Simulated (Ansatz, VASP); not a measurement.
**CuGePSe: VASP beside Ansatz**

One calculation is typed for both programs; each brings its own data sets and cutoff. How far apart do they land? Other levels of theory on this material are compared in a session of their own.

Program: Ansatz 0.2.0. Level of theory: plane waves, with VASP 6.6.1 beside it; single point at r2SCAN. Results are calculated unless marked as measured.

## 1. The structure

The cell holds 8 atoms: 2 Ge, 2 P, 2 Cu and 2 Se. Cell: a = 3.908 Å, b = 3.908 Å, c = 25.342 Å, α = 90.0°, β = 90.0°, γ = 120.0°. It derives from CuGePSe. The (0 0 1) slab of CuGePSe, cut from the database cell (so at first; earlier steps may have moved the atoms). Vacuum lies along c.

Structure file:

```xyz
8
Lattice="3.9076 0.0000 0.0000 -1.9538 3.3841 0.0000 0.0000 0.0000 25.3417" Properties=species:S:1:pos:R:3
Ge    0.0000    2.2561    7.5000
Ge    0.0000    0.0000   13.8682
P     1.9538    1.1280    8.4520
P     0.0000    2.2561   14.8202
Cu    1.9538    1.1280   10.6870
Cu    0.0000    2.2561   17.0552
Se    0.0000    0.0000   11.4735
Se    1.9538    1.1280   17.8417
```

## 2. VASP: single point, r2SCAN

With cell and atoms fixed, the geometry can't cause a difference; cores, projectors, grids and the points listed under the comparison can.

Lines of VASP's logs that name or quote its potential files are left out, and so is its time.

Contents of INCAR:

```
SYSTEM = CuGePSe
PREC = Normal
ENCUT = 380
EDIFF = 1E-06
NELM = 120
ISMEAR = 0
SIGMA = 0.05
LREAL = .FALSE.
ALGO = Normal
METAGGA = R2SCAN
LASPH = .TRUE.
NBANDS = 44
LORBIT = 11
LWAVE = .FALSE.
LCHARG = .FALSE.
KPAR = 4
IDIPOL = 3
LDIPOL = .TRUE.
DIPOL = 0.5 0.5 0.502
LVHAR = .TRUE.
LVACPOTAV = .TRUE.
```

Contents of POSCAR:

```
CuGePSe
1.0
    3.9076160419      0.0000000000      0.0000000000
   -1.9538080210      3.3840947606      0.0000000000
    0.0000000000      0.0000000000     25.3416781228
Ge P Cu Se
2 2 2 2
Direct
    0.3333333300      0.6666666700      0.2959551400
    0.0000000000      0.0000000000      0.5472477900
    0.6666666700      0.3333333300      0.3335213800
    0.3333333300      0.6666666700      0.5848140300
    0.6666666700      0.3333333300      0.4217168100
    0.3333333300      0.6666666700      0.6730094600
    0.0000000000      0.0000000000      0.4527522100
    0.6666666700      0.3333333300      0.7040448600
```

Contents of KPOINTS:

```
Automatic mesh
0
Gamma
9 9 1
0 0 0
```

Potentials, in the order of the species: Ge_d, P, Cu and Se (PBE family, release 64).

On the command line:

```console
mpirun -np 4 vasp_std
```

Numbers of over 12 decimals in the logs are rounded to 6 here.

What it wrote:

```text
[banner, memory and clock lines left out]
running    4 mpi-ranks, on    1 nodes
 distrk:  each k-point on    1 cores,    4 groups
 distr:  one band on    1 cores,    1 groups

 POSCAR found type information on POSCAR GeP CuSe
 POSCAR found :  4 types and       8 ions
|                                                                             |
|               ----> ADVICE to this user running VASP <----                  |
|                                                                             |
|     You enforced a specific xc type in the INCAR file but a different       |
|     [... a line on the potential file left out ...]
|     I HOPE YOU KNOW WHAT YOU ARE DOING!                                     |
|                                                                             |

 LDA part: xc-table for (None), standard interpolation
 POSCAR, INCAR and KPOINTS ok, starting setup
 FFT: planning ... GRIDC
 FFT: planning ... GRID_SOFT
 FFT: planning ... GRID
 WAVECAR not read
 entering main loop
       N       E                     dE             d eps       ncg     rms          rms(c)
DAV:   1     0.580294546932E+03    0.58029E+03   -0.27604E+04  1380   0.187E+03
DAV:   2     0.499185640037E+01   -0.57530E+03   -0.55674E+03  1104   0.527E+02
DAV:   3    -0.102157730634E+03   -0.10715E+03   -0.10491E+03  1560   0.193E+02
DAV:   4    -0.109407386738E+03   -0.72497E+01   -0.71375E+01  1352   0.566E+01
DAV:   5    -0.109741821731E+03   -0.33443E+00   -0.33378E+00  1624   0.122E+01    0.185E+01
DAV:   6    -0.105937465164E+03    0.38044E+01   -0.11954E+02  1376   0.181E+02    0.171E+01
DAV:   7    -0.103915981543E+03    0.20215E+01   -0.12278E+02  1384   0.954E+01    0.111E+01
DAV:   8    -0.967041048903E+02    0.72119E+01   -0.85688E+01  1544   0.403E+01    0.752E+00
DAV:   9    -0.981640343366E+02   -0.14599E+01   -0.35616E+01  1712   0.882E+01    0.159E+01
DAV:  10    -0.978095392938E+02    0.35450E+00   -0.68315E+00  1560   0.319E+01    0.109E+01
DAV:  11    -0.959088344569E+02    0.19007E+01   -0.96707E+00  1472   0.422E+01    0.221E+00
DAV:  12    -0.959961439440E+02   -0.87309E-01   -0.90924E-01  1536   0.658E+00    0.173E+00
DAV:  13    -0.959936162720E+02    0.25277E-02   -0.23800E-01  1688   0.435E+00    0.167E+00
DAV:  14    -0.959717983386E+02    0.21818E-01   -0.24577E-01  1432   0.667E+00    0.839E-01
[...]
DAV:  24    -0.959596017714E+02   -0.96522E-04   -0.32396E-05  1344   0.487E-02    0.106E-02
DAV:  25    -0.959596481334E+02   -0.46362E-04   -0.33463E-05  1240   0.720E-02    0.857E-03
DAV:  26    -0.959596619901E+02   -0.13857E-04   -0.55107E-06  1088   0.242E-02    0.735E-03
DAV:  27    -0.959596803485E+02   -0.18358E-04   -0.41237E-06   940   0.180E-02    0.592E-03
DAV:  28    -0.959596857809E+02   -0.54324E-05   -0.15356E-06   892   0.117E-02    0.485E-03
DAV:  29    -0.959596898226E+02   -0.40417E-05   -0.64203E-07   720   0.187E-02    0.196E-03
DAV:  30    -0.959596938888E+02   -0.40662E-05   -0.16812E-06   764   0.155E-02    0.125E-03
DAV:  31    -0.959596935588E+02    0.32999E-06   -0.99556E-07   712   0.857E-03
|                                                                             |
|           W    W    AA    RRRRR   N    N  II  N    N   GGGG   !!!           |
|           W    W   A  A   R    R  NN   N  II  NN   N  G    G  !!!           |
|           W    W  A    A  R    R  N N  N  II  N N  N  G       !!!           |
|           W WW W  AAAAAA  RRRRR   N  N N  II  N  N N  G  GGG   !            |
|           WW  WW  A    A  R   R   N   NN  II  N   NN  G    G                |
|           W    W  A    A  R    R  N    N  II  N    N   GGGG   !!!           |
|                                                                             |
|     Did not find any points to average over, which means that no vacuum     |
|     field-free region was found. Please increase the size of  your cell     |
|     in the dimension of the dipole correction to obtain accurate            |
|     workfunction values.                                                    |
|                                                                             |

   1 F= -.95959694E+02 E0= -.95954870E+02  d E =-.964637E-02
```

Parts of OUTCAR (step 2):

```text
ion  position               nearest neighbor table
   1  0.333  0.667  0.296-   3 2.45   3 2.45   3 2.45
   2  0.000  0.000  0.547-   7 2.39   4 2.45   4 2.45   4 2.45
   3  0.667  0.333  0.334-   5 2.24   1 2.45   1 2.45   1 2.45
   4  0.333  0.667  0.585-   6 2.24   2 2.45   2 2.45   2 2.45
   5  0.667  0.333  0.422-   3 2.24   7 2.39   7 2.39   7 2.39
   6  0.333  0.667  0.673-   4 2.24   8 2.39   8 2.39   8 2.39
   7  0.000  0.000  0.453-   5 2.39   5 2.39   5 2.39   2 2.39
   8  0.667  0.333  0.704-   6 2.39   6 2.39   6 2.39

  LATTYP: Found a hexagonal cell.
 ALAT       =     3.9076160419
 C/A-ratio  =     6.4852016808

 Subroutine GETGRP returns: Found  6 space group operations
 (whereof  6 operations were pure point group operations)

The static configuration has the point symmetry C_3v.

 Found     12 irreducible k-points:

   k-points           NKPTS =     12   k-points in BZ     NKDIM =     12   number of bands    NBANDS=     44

   dimension x,y,z NGX =    20 NGY =   20 NGZ =  126
   dimension x,y,z NGXF=    40 NGYF=   40 NGZF=  252

   ENCUT  =  380.0 eV  27.93 Ry    5.28 a.u.   6.21  6.21 40.28*2*pi/ulx,y,z

   NELECT =      72.0000    total number of electrons

 k-points in reciprocal lattice and weights: Automatic mesh
   0.00000000  0.00000000  0.00000000       0.012
   0.11111111 -0.00000000  0.00000000       0.074
   0.22222222 -0.00000000  0.00000000       0.074
   0.33333333 -0.00000000  0.00000000       0.074
   0.44444444 -0.00000000  0.00000000       0.074
   0.11111111  0.11111111  0.00000000       0.074
   0.22222222  0.11111111  0.00000000       0.148
   0.33333333  0.11111111  0.00000000       0.148
   0.44444444  0.11111111  0.00000000       0.074
   0.22222222  0.22222222  0.00000000       0.074
   0.33333333  0.22222222  0.00000000       0.148
   0.33333333  0.33333333  0.00000000       0.025

 dipolmoment           0.000000      0.000000      0.098300 electrons x Angstroem

 average (electrostatic) potential at core
       1 -84.7158       2 -85.6295       3 -92.4315       4 -92.9269       5 -77.1026
       6 -77.2078       7 -63.5714       8 -62.5802

 E-fermi :  -0.6758

 k-point     1 :       0.0000    0.0000    0.0000
  band No.  band energies     occupation
    ...
     28      -2.6567      2.00000
     29      -2.6566      2.00000
     30      -2.1874      2.00000
     31      -2.1873      2.00000
     32      -1.4894      2.00000
     33      -0.5464      0.00025
     34      -0.5463      0.00025
     35      -0.3974      0.00000
     36      -0.1362      0.00000
     37       0.2583      0.00000
    ...

 k-point     2 :       0.1111   -0.0000    0.0000
  band No.  band energies     occupation
    ...
     30      -2.5348      2.00000
     31      -2.3800      2.00000
     32      -1.3379      2.00000
     33      -0.7794      1.99658
     34      -0.6824      1.14749
     35      -0.4395      0.00000
     36       0.0421      0.00000
     37       0.0720      0.00000
     38       0.3146      0.00000
     39       0.9856      0.00000
    ...

 k-point     3 :       0.2222   -0.0000    0.0000
  band No.  band energies     occupation
    ...
     31      -2.5746      2.00000
     32      -1.9902      2.00000
     33      -1.4607      2.00000
     34      -1.0377      2.00000
     35      -0.8160      1.99993
     36      -0.3668      0.00000
     37      -0.2347      0.00000
     38       0.5279      0.00000
     39       1.1216      0.00000
     40       2.2321      0.00000
    ...

  Total       -5.3155667     -5.3155667     -0.0921314      0.0000000      0.0000000      0.0000000
  in kB      -25.4138456    -25.4138456     -0.4404821      0.0000000      0.0000000      0.0000000
  external PRESSURE =     -17.0893911 kB  Pullay stress =       0.0000000 kB

  energy-cutoff  :      380.00
  volume of cell :      335.11
      direct lattice vectors                 reciprocal lattice vectors
     3.907616042  0.000000000  0.000000000     0.255910506  0.147750000  0.000000000
    -1.953808021  3.384094761  0.000000000     0.000000000  0.295499999  0.000000000
     0.000000000  0.000000000 25.341678123     0.000000000  0.000000000  0.039460686

 POSITION                                       TOTAL-FORCE (eV/Angst)
 -----------------------------------------------------------------------------------
     -0.00000      2.25606      7.50000         0.000000      0.000000     -0.406119
      0.00000      0.00000     13.86818        -0.000000      0.000000      0.146050
      1.95381      1.12803      8.45199        -0.000000     -0.000000      0.411563
     -0.00000      2.25606     14.82017        -0.000000     -0.000000     -0.016588
      1.95381      1.12803     10.68701        -0.000000     -0.000000      0.206239
     -0.00000      2.25606     17.05519         0.000000     -0.000000      0.288942
      0.00000      0.00000     11.47350        -0.000000     -0.000000     -0.319594
      1.95381      1.12803     17.84168        -0.000000      0.000000     -0.310492
 -----------------------------------------------------------------------------------
    total drift:                               -0.000014      0.000044     -0.039162

  FREE ENERGIE OF THE ION-ELECTRON SYSTEM (eV)
  ---------------------------------------------------
  free  energy   TOTEN  =       -95.9596935588 eV

  energy  without entropy=      -95.9500471924  energy(sigma->0) =      -95.95487038

 vacuum level on the upper side and lower side of the slab         5.577         4.232

 total charge
# of ion       s       p       d       tot
------------------------------------------
    1        1.199   1.013  10.015  12.226
    2        1.125   1.104  10.055  12.284
    3        1.038   1.419   0.000   2.456
    4        1.065   1.381   0.000   2.446
    5        0.425   0.411   9.217  10.053
    6        0.440   0.428   9.139  10.006
    7        1.451   2.404   0.060   3.915
    8        1.461   2.323   0.037   3.821
--------------------------------------------------
tot          8.203  10.483  38.523  57.208

[... 3 further parts left out ...]
```

(Part 1 of 2 ends here.)

[Lines on the potential files, build, host, timing and source positions are cut from VASP's logs without a mark.]

[Logs are printed without paths, hosts, clocks, repeated set-up lines and the standing remarks that a program may print on its own settings, such as how far it seeks lower states.]

[Hosts, paths, dates, database ids (printed as entryN), source tags and the programs' standing remarks are cut or masked in the printed files.]
